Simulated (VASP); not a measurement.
V:

```xyz
3
Lattice="3.5089 0.0000 0.0000 -1.7545 3.0388 0.0000 0.0000 0.0000 3.9810" Properties=species:S:1:pos:R:3 pbc="T T T"
V     0.7909    0.0000    1.3270
V    -0.3955    0.6850    2.6540
V     1.3590    2.3539    0.0000
```

The cell was built by a generator and needn't be a form met in nature.

- Program: VASP 6.6.1
- Task: relaxation of cell and atoms
- Functional: PBEsol
- Potentials or basis: VASP PAW PBE potentials, release 64 (V_sv)
- Cutoff: 600 eV
- k mesh: 6 × 6 × 4
- Occupations: gaussian, width 0.1 eV
- Spin: no spin polarisation

At the start: pressure 19.8 GPa; volume 14.15 Å³/atom.

Problem. How do energy, volume and symmetry change on relaxing?

Solution. Over 22 steps the energy falls by 1670.3 meV/atom and the volume is 12.92 Å³/atom (-8.7 %); space group R-3m (No. 166, to 0.05 Å).

The path:
| step | energy change (eV) | largest force (eV/Å) | pressure (GPa) | volume (Å³) |
| --- | --- | --- | --- | --- |
| 1 | 0.0000 | 4.9144 | 19.81 | 42.45 |
| 2 | -1.0467 | 0.8868 | -21.33 | 54.10 |
| 3 | -1.2359 | 1.5041 | -12.49 | 49.42 |
| 4 | -2.0805 | 1.4944 | -3.22 | 43.53 |
| 5 | -2.2874 | 0.4807 | 11.98 | 39.20 |
| 6 | -2.3010 | 0.7928 | 7.80 | 40.12 |
| 7 | -2.6697 | 0.8774 | 4.45 | 40.47 |
| 8 | -2.7015 | 1.4551 | 4.22 | 40.55 |
| 9 | -3.1201 | 1.8709 | -0.43 | 41.35 |
| 10 | -3.6576 | 2.4488 | -5.23 | 42.26 |
| 11 | -4.2367 | 2.0590 | -4.40 | 41.30 |
| 12 | -4.7528 | 1.3294 | -0.41 | 39.60 |
| 13 | -4.7722 | 1.0424 | 3.64 | 38.68 |
| 14 | -4.7821 | 1.0957 | 2.47 | 38.90 |
| 15 | -4.9009 | 0.6735 | -2.28 | 39.54 |
| 16 | -4.9548 | 0.2372 | -7.24 | 40.40 |
| 17 | -5.0077 | 0.0666 | 1.52 | 38.53 |
| 18 | -5.0086 | 0.0944 | 0.44 | 38.73 |
| 19 | -5.0085 | 0.0898 | 0.62 | 38.70 |
| 20 | -5.0102 | 0.0407 | 0.51 | 38.72 |
| 21 | -5.0107 | 0.0054 | 0.33 | 38.74 |
| 22 | -5.0108 | 0.0141 | 0.32 | 38.75 |

Final structure:
```
V
1.0
     4.10683    0.00000    0.00000
    -2.05341    3.55662    0.00000
     0.00000    0.00000    2.65289
V
3
Direct
  0.33295 0.00000 0.33333
  0.00000 0.33295 0.66667
  0.66705 0.66705 0.00000
```

Caveat: the k mesh is coarse (spacing up to 0.39 Å⁻¹), so the values aren't converged; the PAW data sets were made with another functional, which shifts forces and pressure a little.
